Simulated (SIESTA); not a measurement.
Ge: equation of state with RPBE

Crystal: Ge.

```
Ge
1.0
     0.00000    2.82891    2.82891
     2.82891    0.00000    2.82891
     2.82891    2.82891    0.00000
Ge
2
Direct
  0.75000 0.75000 0.75000
  0.50000 0.50000 0.50000
```

| Quantity | Value |
| --- | --- |
| Program | SIESTA 5.4.2 |
| Task | equation of state |
| Functional | RPBE |
| Potentials or basis | PseudoDojo 0.4 standard (PBE files) |
| Basis | DZP (energy shift 0.002 Ry) |
| Grid cutoff | 800 Ry |
| Energy shift | 0.002 Ry |
| k mesh | 8 × 8 × 8 |
| Occupations | fermi-dirac, width 0.05 eV |
| Spin | no spin polarisation |

```yaml
Equilibrium_volume: "26.27 Å³/atom (rough: see the caveat)"
Bulk_modulus: 48 GPa (rough)
```

Energy against volume, from the lowest point:
```csv
volume (Å³/atom),energy (meV/atom)
21.281,160.75
21.733,121.65
22.186,89.10
22.639,60.42
23.092,36.14
23.545,15.88
23.997,0.00
```

All runs of the series together: 7.9 min on 1 thread of AMD EPYC 7R13 Processor (Zen 3), with other jobs on the host.

Caveat: the minimum lies outside the volumes run; semicore shells carry a single zeta, which can move pressures by several GPa and volumes by a few percent; the potentials were made for another functional, which shifts forces and pressure; the basis of atomic orbitals isn't converged, which shifts pressures, moduli and gaps.
